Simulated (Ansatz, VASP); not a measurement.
# BN in VASP and in Ansatz

```xyz
4
Lattice="2.4982 0.0000 0.0000 -1.2491 2.1635 0.0000 0.0000 0.0000 6.6357" Properties=species:S:1:pos:R:3 pbc="T T T"
B     0.0000    1.4424    1.6589
B     1.2491    0.7212    4.9768
N     0.0000    1.4424    4.9768
N     1.2491    0.7212    1.6589
```

Alike in both runs: task electric field gradients; functional PBEsol; k mesh 13 × 13 × 4; occupations fermi-dirac, width 0.02 eV; no spin polarisation.

|  | VASP | Ansatz |
| --- | --- | --- |
| version | VASP 6.6.1 | Ansatz 0.2.0 |
| potentials or method | VASP PAW PBE potentials, release 64 (B, N) | plane-wave PAW, scalar-relativistic |
| plane-wave cutoff (eV) | 520 | 420 |
| valence electrons in the cell | 16 | 16 |

VASP gave:

```
gap on the k mesh at the Fermi level (eV)                      : 4.20
pressure (GPa)                                                 : 2.5
largest component of the traceless stress (GPa)                : 1.67
Vzz of the field gradient on the site that differs most (V/Å²) : 34.8
```

Problem. What did Ansatz give for the same quantities?

Solution. gap on the k mesh at the Fermi level (eV): 4.21; pressure (GPa): 2.1; largest component of the traceless stress (GPa): 1.21; Vzz of the field gradient on the site that differs most (V/Å²): 28.1.

Caveats: the PAW data sets were made with another functional, which shifts forces and pressure a little (VASP); an odd mesh through Γ misses points on the zone boundary, where band edges often lie; this functional lacks dispersion, which binds the layers, so the pressure and a relaxed spacing across them are unreliable.
